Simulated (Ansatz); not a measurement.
## EuO under several functionals and dispersion corrections (calculated)

Starting cell:

```
Eu O
1.0
     0.00000    2.57195    2.57195
     2.57195    0.00000    2.57195
     2.57195    2.57195    0.00000
Eu O
1 1
Cartesian
  2.5720 2.5720 2.5720
  0.0000 0.0000 0.0000
```

Ansatz, plane waves and PAW, scalar-relativistic (no spin–orbit coupling), 8×8×8 k-mesh. Spin-polarised, started with parallel moments of up to 7.4 μB. In the setting of the table the starting cell (space group Fm-3m) has 3.637 × 3.637 × 3.637 Å, angles 60.0 / 60.0 / 60.0°. Each functional was followed to zero pressure by scaling the cell, shape and atoms held, then fitted over four more volumes within ±4 % of it.

Problem. Order the functionals by equilibrium volume, smallest first.
A. LDA +U (Eu: 6.0 eV)
B. rPW86-PBE + rVV10 +U (Eu: 6.0 eV)
C. PBE + D3(BJ) +U (Eu: 6.0 eV)
D. r2SCAN + rVV10 +U (Eu: 4.0 eV)

Solution. A (15.80 Å³/atom), D (16.51 Å³/atom), C (16.85 Å³/atom), B (17.32 Å³/atom).

Problem. What are the cells and stiffnesses?

Solution. 
```csv
functional,V0 (Å³/atom),cell,B0 (GPa),B′ from the pressures,gap on the mesh,largest moment in an atom's sphere (μB),cutoff (eV)
PBE + D3(BJ) +U (Eu: 6.0 eV),16.85,"3.626 × 3.626 × 3.626 Å, angles 60.0 / 60.0 / 60.0°",92,3.9,0.24 eV,6.75,420
rPW86-PBE + rVV10 +U (Eu: 6.0 eV),17.32,"3.659 × 3.659 × 3.659 Å, angles 60.0 / 60.0 / 60.0°",93,4.2,0.27 eV,6.75,420
r2SCAN + rVV10 +U (Eu: 4.0 eV),16.51,"3.601 × 3.601 × 3.601 Å, angles 60.0 / 60.0 / 60.0°",101,5.0,zero (metallic on this mesh),6.76,500
LDA +U (Eu: 6.0 eV),15.80,"3.548 × 3.548 × 3.548 Å, angles 60.0 / 60.0 / 60.0°",112,5.0,zero (metallic on this mesh),6.70,420
```

The volumes span 9.6 %, from LDA +U (Eu: 6.0 eV) to rPW86-PBE + rVV10 +U (Eu: 6.0 eV). The stiffness doesn't follow the volume steadily: stiffest LDA +U (Eu: 6.0 eV) (112 GPa at 15.80 Å³/atom), softest PBE + D3(BJ) +U (Eu: 6.0 eV) (92 GPa at 16.85 Å³/atom), yet rPW86-PBE + rVV10 +U (Eu: 6.0 eV) is stiffer than PBE + D3(BJ) +U (Eu: 6.0 eV) in a larger cell (93 against 92 GPa). The gap is open in some rows and closed in others, so the zeros may be a small gap that the functional closes. Of 5 runs of this kind 1 is left out: 1 is in doubt (a loose fit, a gap or moment that comes and goes along the fit, no cell at zero pressure, a state that may not be the lowest or a known fault).

Caveats: filled bands differ between k-points (r2SCAN + rVV10 +U (Eu: 4.0 eV), LDA +U (Eu: 6.0 eV)); gaps at these levels are rough, and mostly too small; not tested for a lower state; only parallel moments were run, and the real order may differ; state of the open shells carried from another run.

Points behind the fit for rPW86-PBE + rVV10 +U (Eu: 6.0 eV):

```
V (Å³/atom)  E − Emin (meV/atom)  P (GPa)
     16.628                 8.71     4.14
     16.974                 2.10     1.97
     17.321                 0.00     0.00
     17.667                 1.98    -1.77
     18.014                 7.54    -3.35
```
